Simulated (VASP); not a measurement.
# Co (P6_3/mmc) in VASP: notebook

The runs below take Co through single point, with LDA.

All numbers are computed with VASP 6.6.1; they aren't measurements. Logs are shortened: lines on timing, memory, paths and dates and some standing lists are left out, and cuts for length are marked.

## Step 1: The undisturbed crystal

Symmetry: P6_3/mmc, No. 194, hexagonal system. The conventional cell has a = 2.472 Å, b = 2.472 Å, c = 4.021 Å, α = 90.00°, β = 90.00°, γ = 120.00°. Around Co (site symmetry -6m2) lie 12 Co at 2.47 Å.

## Step 2: Single point, LDA, collinear spin, ferromagnetic start (grid = ENCUT=280 dk=0.35 cell=2x2x1 ISMEAR=1 SIGMA=0.1 LREAL=Auto EDIFF=1e-06)

INCAR reads:

```
SYSTEM = Co
PREC = Accurate
ENCUT = 280
EDIFF = 1E-6
ISMEAR = 1
SIGMA = 0.1
LREAL = Auto
LASPH = .True.
NELM = 120
ALGO = Fast
ISIF = 2
LWAVE = .False.
LCHARG = .False.
ISPIN = 2
MAGMOM = 2 2 2 2 2 2 2
LORBIT = 11
LMAXMIX = 4
NBANDS = 40
```

KPOINTS reads:

```
regular mesh
0
Gamma
  5 5 5
  0 0 0
```

POSCAR reads:

```
Co
1.0
    4.9439998064      0.0000000000      0.0000000000
   -2.4719999032      4.2816294286      0.0000000000
    0.0000000000      0.0000000000      4.0211440800
Co
7
Direct
    0.3333333334      0.6666666666      0.7500000000
    0.8333333333      0.1666666666      0.7500000000
    0.8333333333      0.6666666666      0.7500000000
    0.1666666666      0.3333333334      0.2500000000
    0.1666666666      0.8333333333      0.2500000000
    0.6666666666      0.3333333334      0.2500000000
    0.6666666666      0.8333333333      0.2500000000
```

Potentials or basis: VASP PAW LDA potentials, release 64 (Co).

The run is started by

```
cat potpaw_LDA.64/Co/POTCAR > POTCAR
mpirun -np 1 vasp_std > vasp.out
```

OUTCAR:

```text
SYSTEM = Co
   PREC = Accurate
   ENCUT = 280
   EDIFF = 1E-6
   ISMEAR = 1
   LREAL = Auto
   LASPH = .True.
   NELM = 120
   ISIF = 2
   ISPIN = 2
   LORBIT = 11

 Found     15 irreducible k-points:

 Following reciprocal coordinates:
            Coordinates               Weight
  0.000000  0.000000  0.000000      1.000000
  0.200000  0.000000  0.000000      6.000000
  0.400000  0.000000  0.000000      6.000000
  0.200000  0.200000  0.000000      6.000000
  0.400000  0.200000  0.000000      6.000000
  0.000000  0.000000  0.200000      2.000000
   k-points           NKPTS =     15   k-points in BZ     NKDIM =     15   number of bands    NBANDS=     40
   number of dos      NEDOS =    301   number of ions     NIONS =      7
   total plane-waves  NPLWV =  18816
   dimension x,y,z NGX =    28 NGY =   28 NGZ =   24
   dimension x,y,z NGXF=    56 NGYF=   56 NGZF=   48
   ions per type =               7
   NGX,Y,Z   is equivalent  to a cutoff of   9.42,  9.42,  9.92 a.u.
   NGXF,Y,Z  is equivalent  to a cutoff of  18.83, 18.83, 19.84 a.u.
 SYSTEM =  Co
   PREC   = accura    normal or accurate (medium, high low for compatibility)
   ISTART =      0    job   : 0-new  1-cont  2-samecut
   ICHARG =      2    charge: 1-file 2-atom 10-const
   ISPIN  =      2    spin polarized calculation?
   LNONCOLLINEAR =      F non collinear calculations
   LSORBIT =      F    spin-orbit coupling
   LASPH  =      T    aspherical Exc in radial PAW
   ENCUT  =  280.0 eV  20.58 Ry    4.54 a.u.   6.75  6.75  5.49*2*pi/ulx,y,z
   NELM   =    120;   NELMIN=  2; NELMDL= -5     # of ELM steps
   EDIFF  = 0.1E-05   stopping-criterion for ELM
   LREAL  =      T    real-space projection
   EDIFFG = 0.1E-04   stopping-criterion for IOM
   NSW    =      0    number of steps for IOM
   IBRION =     -1    ionic relax: 0-MD 1-quasi-New 2-CG
   NFREE  =      0    steps in history (QN), initial steepest desc. (CG)
   ISIF   =      2    stress and relaxation
   ISYM   =      2    0-nonsym 1-usesym 2-fastsym
   POTIM  = 0.5000    time-step for ionic-motion
   TEBEG  =    0.0;   TEEND  =   0.0 temperature during run
   PSTRESS=    0.0 pullay stress
   NELECT =      63.0000    total number of electrons
   NUPDOWN=      -1.0000    fix difference up-down
   EMIN   =  10.00;   EMAX   =-10.00  energy-range for DOS
   EFERMI =   0.00;   METHOD = LEGACY
   ISMEAR =     1;   SIGMA  =   0.10  broadening in eV -4-tet -1-fermi 0-gaus
   EFERMI_NEDOS =   21; number of points for ismear=-14 and -15
   IALGO  =     68    algorithm
   IMIX   =      4    mixing-type and parameters
     AMIX     =   0.40;   BMIX     =  1.00
     AMIX_MAG =   1.60;   BMIX_MAG =  1.00
  volume/ion in A,a.u.               =      12.16        82.06
  Fermi-wavevector in a.u.,A,eV,Ry     =   1.480844  2.798389 29.836200  2.192899
  Thomas-Fermi vector in A             =   2.594828
   LORBIT       =     11    0 simple, 1 ext, 2 COOP (PROOUT), +10 PAW based schemes
   GGA     = CA    functional components
   LHFCALC =     F    Hartree Fock is set to
   AEXX    =    0.0000 exact exchange contribution
   IVDW    =     0    specifies the selected vdW correction
   LEPSILON=     F    determine dielectric tensor
   LRPA    =     F    only Hartree local field effects (RPA)
 spin polarized calculation
 RMM-DIIS sequential band-by-band and
 Methfessel and Paxton  Order N= 1 SIGMA  =   0.10
  energy-cutoff  :      280.00
  volume of cell :       85.12
 maximum number of plane-waves:       926
 NGX is ok and might be reduce to    28
   NGX = 13   NGY = 13   NGZ = 11

 number of electron      63.0000068 magnetization      11.3212627

 Free energy of the ion-electron system (eV)
  ---------------------------------------------------
  ext. energy  EPLUGINS =         0.00000000
  ---------------------------------------------------
  free energy    TOTEN  =       -54.24741737 eV

  energy without entropy =      -54.24420392  energy(sigma->0) =      -54.24634622

 E-fermi :   8.3368     XC(G=0): -12.9532

 val. band max:        8.3297236744   @ k =   0.4000   0.2000   0.2000
 cond. band min:       8.3369388166   @ k =   0.2000   0.0000   0.2000
 fundamental gap:      0.0072151423
 Fermi energy:         8.3367758299

 spin component 1

 k-point     1 :       0.0000    0.0000    0.0000
  band No.  band energies     occupation
      1      -0.0111      1.00000
      2       3.4025      1.00000
      3       3.7095      1.00000
      4       3.7095      1.00000
      5       3.9509      1.00000
      6       4.0830      1.00000
[... 32 lines left out ...]
     39      10.1177     -0.00000
     40      10.1177     -0.00000

 k-point     2 :       0.2000    0.0000    0.0000
  band No.  band energies     occupation
      1       0.3307      1.00000
      2       3.5358      1.00000
      3       3.6713      1.00000
      4       3.8439      1.00000
      5       4.0472      1.00000
      6       4.1555      1.00000
[... 32 lines left out ...]
     39       9.9594     -0.00000
     40      10.1135     -0.00000

 k-point     3 :       0.4000    0.0000    0.0000
  band No.  band energies     occupation
      1       1.2615      1.00000
      2       2.7646      1.00000
      3       3.9966      1.00000
      4       4.1417      1.00000
      5       4.2310      1.00000
      6       4.4481      1.00000
[... 32 lines left out ...]
     39       9.9138     -0.00000
     40      11.9324      0.00000

 k-point     4 :       0.2000    0.2000    0.0000
  band No.  band energies     occupation
      1       0.9782      1.00000
      2       3.2996      1.00000
      3       3.7227      1.00000
      4       3.9587      1.00000
      5       4.1942      1.00000
      6       4.3756      1.00000
[... 32 lines left out ...]
     39      11.4424      0.00000
     40      11.4970      0.00000

 k-point     5 :       0.4000    0.2000    0.0000
  band No.  band energies     occupation
      1       1.8945      1.00000
      2       2.4539      1.00000
      3       3.6733      1.00000
      4       4.2356      1.00000
      5       4.2990      1.00000
      6       4.6097      1.00000
[... 32 lines left out ...]
     39      11.8939      0.00000
     40      12.9724      0.00000

 k-point     6 :       0.0000    0.0000    0.2000
  band No.  band energies     occupation
      1       0.3755      1.00000
      2       3.3543      1.00000
      3       3.5888      1.00000
      4       3.6814      1.00000
      5       3.6814      1.00000
      6       4.2124      1.00000
[... 32 lines left out ...]
     39       9.9474     -0.00000
     40       9.9474     -0.00000

 [... further k-points ...]

 spin component 2

 k-point     1 :       0.0000    0.0000    0.0000
  band No.  band energies     occupation
      1       0.1930      1.00000
      2       4.4123      1.00000
      3       4.6843      1.00000
      4       4.6843      1.00000
      5       5.0462      1.00000
      6       5.1652      1.00000
[... 32 lines left out ...]
     39      11.1596      0.00000
     40      11.1596      0.00000

 k-point     2 :       0.2000    0.0000    0.0000
  band No.  band energies     occupation
      1       0.5374      1.00000
      2       4.3131      1.00000
      3       4.6374      1.00000
      4       4.7711      1.00000
      5       5.0917      1.00000
      6       5.2614      1.00000
[... 32 lines left out ...]
     39      10.8548      0.00000
     40      11.0929      0.00000

 k-point     3 :       0.4000    0.0000    0.0000
  band No.  band energies     occupation
      1       1.4883      1.00000
      2       3.0865      1.00000
      3       4.9375      1.00000
      4       5.0482      1.00000
      5       5.3719      1.00000
      6       5.4455      1.00000
[... 32 lines left out ...]
     39      11.1390      0.00000
     40      12.6727      0.00000

 k-point     4 :       0.2000    0.2000    0.0000
  band No.  band energies     occupation
      1       1.1946      1.00000
      2       3.7446      1.00000
      3       4.3196      1.00000
      4       5.0045      1.00000
      5       5.4011      1.00000
      6       5.4109      1.00000
[... 32 lines left out ...]
     39      12.1915      0.00000
     40      12.3629      0.00000

 k-point     5 :       0.4000    0.2000    0.0000
  band No.  band energies     occupation
      1       2.1517      1.00000
      2       2.7194      1.00000
      3       4.0782      1.00000
      4       5.3306      1.00000
      5       5.5213      1.00000
      6       5.7097      1.00000
[... 32 lines left out ...]
     39      12.7810      0.00000
     40      13.6975      0.00000

 k-point     6 :       0.0000    0.0000    0.2000
  band No.  band energies     occupation
      1       0.5843      1.00000
      2       4.2317      1.00000
      3       4.6310      1.00000
      4       4.6621      1.00000
      5       4.6621      1.00000
      6       5.3318      1.00000
[... 32 lines left out ...]
     39      10.8036      0.00000
     40      10.8036      0.00000

 [... further k-points ...]

------------------------ aborting loop because EDIFF is reached ----------------------------------------

  FORCE on cell =-STRESS in cart. coord.  units (eV):
  Direction    XX          YY          ZZ          XY          YZ          ZX
  --------------------------------------------------------------------------------------
  -------------------------------------------------------------------------------------
  Total      -10.4648583    -10.4648583    -12.5507965      0.0000000     -0.0000000      0.0000000
  in kB     -196.9730361   -196.9730361   -236.2352576      0.0000000     -0.0000000      0.0000000
  external PRESSURE =    -210.0604432 kB  Pullay stress =       0.0000000 kB

 VOLUME and BASIS-vectors are now :
 -----------------------------------------------------------------------------
  energy-cutoff  :      280.00
  volume of cell :       85.12
      direct lattice vectors                 reciprocal lattice vectors
     4.943999806  0.000000000  0.000000000     0.202265380  0.116777972  0.000000000
    -2.471999903  4.281629429  0.000000000     0.000000000  0.233555943  0.000000000
     0.000000000  0.000000000  4.021144080     0.000000000  0.000000000  0.248685444

 POSITION                                       TOTAL-FORCE (eV/Angst)
 -----------------------------------------------------------------------------------
      0.00000      2.85442      3.01586        -0.246200     -0.142144     -0.000000
      3.70800      0.71360      3.01586        -0.000000      0.284288      0.000000
      2.47200      2.85442      3.01586         0.246200     -0.142144     -0.000000
     -0.00000      1.42721      1.00529         0.313975     -0.181274     -0.000000
     -1.23600      3.56802      1.00529        -0.000000      0.362547     -0.000000
      2.47200      1.42721      1.00529        -0.313975     -0.181274      0.000000
      1.23600      3.56802      1.00529         0.000000      0.000000     -0.000000
 -----------------------------------------------------------------------------------
    total drift:                                0.000001     -0.000000     -0.000000

  FREE ENERGIE OF THE ION-ELECTRON SYSTEM (eV)
  ---------------------------------------------------
  free  energy   TOTEN  =       -54.2474173749 eV

  energy  without entropy=      -54.2442039188  energy(sigma->0) =      -54.24634622

 total charge

# of ion       s       p       d       tot
------------------------------------------
    1        0.486   0.459   7.246   8.191
    2        0.486   0.459   7.246   8.191
    3        0.486   0.459   7.246   8.191
    4        0.487   0.452   7.256   8.195
    5        0.487   0.452   7.256   8.195
    6        0.487   0.452   7.256   8.195
    7        0.509   0.542   7.290   8.340
--------------------------------------------------
tot          3.427   3.276  50.795  57.497

 magnetization (x)

# of ion       s       p       d       tot
------------------------------------------
    1       -0.010  -0.030   1.734   1.694
    2       -0.010  -0.030   1.734   1.694
    3       -0.010  -0.030   1.734   1.694
    4       -0.011  -0.026   1.666   1.628
    5       -0.011  -0.026   1.666   1.628
    6       -0.011  -0.026   1.666   1.628
    7       -0.012  -0.047   1.450   1.391
--------------------------------------------------
tot         -0.076  -0.215  11.650  11.358
```

Wall time 45 s (1 thread of Intel Xeon 6975P-C (Granite Rapids), shared host); peak memory 0.16 GiB.

These settings aren't checked as converged: the numbers below hold their error.

What came out:

```yaml
Free_energy: -54.2474 eV
Largest_force: 0.363 eV/Å
Band_gap_on_the_k_mesh: none (metal or under the smearing width)
Net_moment: 11.32 μB per cell
Site_moments: Co +1.69, +1.63, +1.39 μB
Valence_electrons_inside_the_program's_atomic_spheres: Co 8.19, 8.20, 8.34
```

Caveat: the cutoff is under 1.25 times the usual one of these potentials, so pressure, stress and relaxed cells hold a basis-set (Pulay) error.

## Step 3: Single point, LDA, collinear spin, ferromagnetic start (grid = ENCUT=400 dk=0.45 cell=2x2x1 ISMEAR=1 SIGMA=0.1 LREAL=Auto EDIFF=1e-06)

INCAR: that of step 2 with these lines changed.

```diff
@@ -2,3 +2,3 @@
 PREC = Accurate
-ENCUT = 280
+ENCUT = 400
 EDIFF = 1E-6
```

KPOINTS reads:

```
regular mesh
0
Gamma
  4 4 4
  0 0 0
```

POSCAR is that of step 2.

Potentials or basis: VASP PAW LDA potentials, release 64 (Co).

The run is started by

```
cat potpaw_LDA.64/Co/POTCAR > POTCAR
mpirun -np 1 vasp_std > vasp.out
```

It took 46 s on 1 thread of Intel Xeon 6975P-C (Granite Rapids), shared host; peak memory 0.17 GiB.

The run converged, but some of its settings lie outside the range that counts as converged, so its numbers aren't taken as properties of the crystal.

What came out:

```
Free energy                                           : -54.2840 eV
Pressure                                              : -19.3 GPa
Largest force                                         : 0.378 eV/Å
Band gap on the k mesh                                : none (metal or under the smearing width)
Net moment                                            : 11.69 μB per cell
Site moments                                          : Co +1.72, +1.69, +1.48 μB
Valence electrons inside the program's atomic spheres : Co 8.20, 8.34
```

Caveat: the k mesh is coarse (spacing up to 0.39 Å⁻¹), so the values aren't converged.

## Step 4: Single point, LDA, collinear spin, ferromagnetic start (grid = ENCUT=340 dk=0.35 cell=2x2x1 ISMEAR=1 SIGMA=0.1 LREAL=Auto EDIFF=1e-06)

INCAR: that of step 3 with these lines changed.

```diff
@@ -2,3 +2,3 @@
 PREC = Accurate
-ENCUT = 400
+ENCUT = 340
 EDIFF = 1E-6
```

KPOINTS reads:

```
regular mesh
0
Gamma
  5 5 5
  0 0 0
```

POSCAR is that of step 3.

Potentials or basis: VASP PAW LDA potentials, release 64 (Co).

The run is started by

```
cat potpaw_LDA.64/Co/POTCAR > POTCAR
mpirun -np 1 vasp_std > vasp.out
```

OUTCAR:

```text
SYSTEM = Co
   PREC = Accurate
   ENCUT = 340
   EDIFF = 1E-6
   ISMEAR = 1
   LREAL = Auto
   LASPH = .True.
   NELM = 120
   ISIF = 2
   ISPIN = 2
   LORBIT = 11

 Found     15 irreducible k-points:

 Following reciprocal coordinates:
            Coordinates               Weight
  0.000000  0.000000  0.000000      1.000000
  0.200000  0.000000  0.000000      6.000000
  0.400000  0.000000  0.000000      6.000000
  0.200000  0.200000  0.000000      6.000000
  0.400000  0.200000  0.000000      6.000000
  0.000000  0.000000  0.200000      2.000000
   k-points           NKPTS =     15   k-points in BZ     NKDIM =     15   number of bands    NBANDS=     40
   number of dos      NEDOS =    301   number of ions     NIONS =      7
   total plane-waves  NPLWV =  21600
[... 620 lines left out ...]
      2.47200      2.85442      3.01586         0.247603     -0.142954     -0.000000
     -0.00000      1.42721      1.00529         0.313513     -0.181007     -0.000000
     -1.23600      3.56802      1.00529        -0.000000      0.362014     -0.000000
      2.47200      1.42721      1.00529        -0.313513     -0.181007      0.000000
      1.23600      3.56802      1.00529         0.000000      0.000000     -0.000000
 -----------------------------------------------------------------------------------
    total drift:                               -0.000000      0.000000     -0.000000

  FREE ENERGIE OF THE ION-ELECTRON SYSTEM (eV)
  ---------------------------------------------------
  free  energy   TOTEN  =       -54.2613244874 eV

  energy  without entropy=      -54.2580182607  energy(sigma->0) =      -54.26022241

 total charge

# of ion       s       p       d       tot
------------------------------------------
    1        0.486   0.460   7.242   8.188
    2        0.486   0.460   7.242   8.188
    3        0.486   0.460   7.242   8.188
    4        0.487   0.453   7.252   8.192
    5        0.487   0.453   7.252   8.192
    6        0.487   0.453   7.252   8.192
    7        0.510   0.542   7.286   8.338
--------------------------------------------------
tot          3.430   3.280  50.768  57.479

 magnetization (x)

# of ion       s       p       d       tot
------------------------------------------
    1       -0.010  -0.030   1.734   1.694
    2       -0.010  -0.030   1.734   1.694
    3       -0.010  -0.030   1.734   1.694
    4       -0.011  -0.026   1.665   1.628
    5       -0.011  -0.026   1.665   1.628
    6       -0.011  -0.026   1.665   1.628
    7       -0.012  -0.047   1.451   1.392
--------------------------------------------------
tot         -0.076  -0.214  11.648  11.358
```

stdout:

```text
POSCAR found type information on POSCAR Co
 POSCAR found :  1 types and       7 ions
 scaLAPACK will be used
 -----------------------------------------------------------------------------
|                                                                             |
|                                                                             |
|     You have a (more or less) 'small supercell' and for smaller cells       |
|     it is recommended to use the reciprocal-space projection scheme!        |
|     The real-space optimization is not efficient for small cells and it     |
|     is also less accurate ...                                               |
|     Therefore, set LREAL=.FALSE. in the INCAR file.                         |
|                                                                             |
 -----------------------------------------------------------------------------

 LDA part: xc-table for (Slater(with rela. corr.)+CA(PZ))
 , standard interpolation
 POSCAR, INCAR and KPOINTS ok, starting setup
 FFT: planning ... GRIDC
 FFT: planning ... GRID_SOFT
 FFT: planning ... GRID
 WAVECAR not read
 entering main loop
```

Wall time 52 s (1 thread of Intel Xeon 6975P-C (Granite Rapids), shared host); peak memory 0.17 GiB.

These settings aren't checked as converged: the numbers below hold their error.

Results:

```
Free energy                                           : -54.2613 eV
Pressure                                              : -19.6 GPa
Largest force                                         : 0.362 eV/Å
Band gap on the k mesh                                : none (metal or under the smearing width)
Net moment                                            : 11.34 μB per cell
Site moments                                          : Co +1.69, +1.63, +1.39 μB
Valence electrons inside the program's atomic spheres : Co 8.19, 8.34
```

## Step 5: Single point, LDA, collinear spin, ferromagnetic start (grid = ENCUT=400 dk=0.35 cell=2x2x1 ISMEAR=1 SIGMA=0.1 LREAL=Auto EDIFF=1e-06)

INCAR: that of step 4 with these lines changed.

```diff
@@ -2,3 +2,3 @@
 PREC = Accurate
-ENCUT = 340
+ENCUT = 400
 EDIFF = 1E-6
```

KPOINTS is that of step 4.

POSCAR is that of step 4.

The run is started by

```
cat potpaw_LDA.64/Co/POTCAR > POTCAR
mpirun -np 1 vasp_std > vasp.out
```

It took 55 s on 1 thread of Intel Xeon 6975P-C (Granite Rapids), shared host; peak memory 0.19 GiB.

These settings aren't checked as converged: the numbers below hold their error.

Results:

* Free energy: -54.2116 eV
* Pressure: -19.8 GPa
* Largest force: 0.363 eV/Å
* Band gap on the k mesh: none (metal or under the smearing width)
* Net moment: 11.33 μB per cell
* Site moments: Co +1.69, +1.63, +1.39 μB
* Valence electrons inside the program's atomic spheres: Co 8.20, 8.34
